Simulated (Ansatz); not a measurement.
Here is an Ansatz 0.2.0 calculation.

Contents of input.yaml:

```yaml
crystal:
  lattice:
    - [0.0, 3.231, 3.231]
    - [3.231, 0.0, 3.231]
    - [3.231, 3.231, 0.0]
  atoms:
    - { symbol: Pb, position: [0.0, 0.0, 0.0] }
    - { symbol: Te, position: [0.5, 0.5, 0.5] }
hamiltonian:
  xc: pbe
  pseudopotentials: { kind: paw }
kpoints:
  mp_grid: { grid: [7, 7, 7] }
scf:
  occupations: { method: gaussian, width: 0.011 }
output:
  forces: true
  stress: true
  eigenvalues: true
  write_density: true
  write_potential: true
  elf: true
  volumetric_format: npy
```

Potentials or basis: Ansatz PAW.

Launch:

```console
$ ansatz run input.yaml --threads 2 --pin off --max-ram 5632MiB --backend cpu --events-out ev --progress --plain --runs-dir out
```

Task: What does it give for the pressure?

Result: 2.1 GPa.

Caveat: this odd mesh misses L, where the gap lies, so gap, dielectric constants and Born charges aren't listed. Spin-orbit coupling is left out, which matters for the levels of Pb, Te.
